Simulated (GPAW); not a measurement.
Crystal: As.

```
CELL_PARAMETERS angstrom
4.13100 0.00000 0.00000
2.41839 3.34911 0.00000
2.41839 1.23667 3.11243
ATOMIC_POSITIONS crystal
As 0.22600 0.22600 0.22600
As 0.77400 0.77400 0.77400
```

Program: GPAW 26.7.0. Alike in all runs: task single point; no spin polarisation.

Order these runs on this cell by their pressure, lowest first.
A. level PBE; potentials or basis GPAW PAW data sets (gpaw-data 1.2.1), pw; cell as given; k mesh 9 × 9 × 9; cutoff (eV) 600; smearing fermi-dirac 0.05 eV; maxiter 150
B. level LDA; potentials or basis the program's PAW data sets (release 1.2.1) made for this functional, pw; cell as given; k mesh 7 × 7 × 7; cutoff (eV) 500; smearing fermi-dirac 0.05 eV; maxiter 120; convergence default
C. level PBEsol; potentials or basis PAW data sets generated in the run's folder for this functional, pw; cell the cell as VASP's run set it; k mesh 9 × 9 × 9; cutoff (eV) 600; smearing gaussian 0.02 eV; maxiter 150

B (-1.2 GPa), C (0.5 GPa), A (3.9 GPa).

Caveats: the cutoff is short for stress and forces, so pressures can be off by a GPa or more (some runs).

Not every run made on this cell is shown here.
